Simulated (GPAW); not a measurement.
# PbSe (Clausthalite): single point with PBEsol

**The experiment to reproduce.**

A printed reference work, monograph reports, for a bulk crystal of PbSe at 4.2 K: band gap 0.15 eV (direct).

PbSe (Clausthalite):

```
Pb Se
1.0
     0.00000    3.06065    3.06065
     3.06065    0.00000    3.06065
     3.06065    3.06065    0.00000
Pb Se
1 1
Direct
  0.00000 0.00000 0.00000
  0.50000 0.50000 0.50000
```

```json
{"Program": "GPAW 26.7.0", "Task": "single point", "Functional": "PBEsol", "Potentials or basis": "PAW data sets generated in the run's folder for this functional", "Cutoff": "600 eV", "Basis": "pw", "k mesh": "8 × 8 × 8", "Occupations": "fermi-dirac, width 0.05 eV", "Spin": "no spin polarisation", "Maxiter": "150"}
```

The pressure is -0.7 GPa and the band gap on the k mesh is 0.16 eV, direct.

Levels at points of the mesh, in eV from the valence-band top:
```
           k point  band 6  band 7  band 8  band 9  band 10  band 11  band 12  band 13  band 14  band 15
(0.00, 0.00, 0.00)  -13.63   -6.30   -1.92   -1.92    -1.92     4.62     4.62     4.62     6.42     6.42
(0.50, 0.50, 0.00)  -12.19   -7.36   -5.06   -3.29    -3.29     3.55     5.53     5.53     5.95    11.29
(0.50, 0.50, 0.50)  -12.57   -8.80   -1.50   -1.50     0.00     0.16     1.60     1.60     8.38    10.08
```

Wall time 25 s on 1 thread of Intel(R) Xeon(R) Platinum 8259CL CPU @ 2.50GHz (Skylake/Cascade Lake) (shared host), peak memory 0.17 GiB.

Measured gap of PbSe: 0.15 eV (direct; 4.2 K; a printed reference work, monograph). This calculation gives 0.16 eV (+0.01 eV). 2 values of this kind are on record (0.15 to 0.28 eV); this one was drawn at random. Spin-orbit coupling on Pb, Se is left out. The value is that of PBEsol on a finite k mesh, which can miss the band edges, without temperature or zero-point motion.

Caveat: spin-orbit coupling is left out, which as a rule narrows the gap of such compounds by several tenths of an eV.
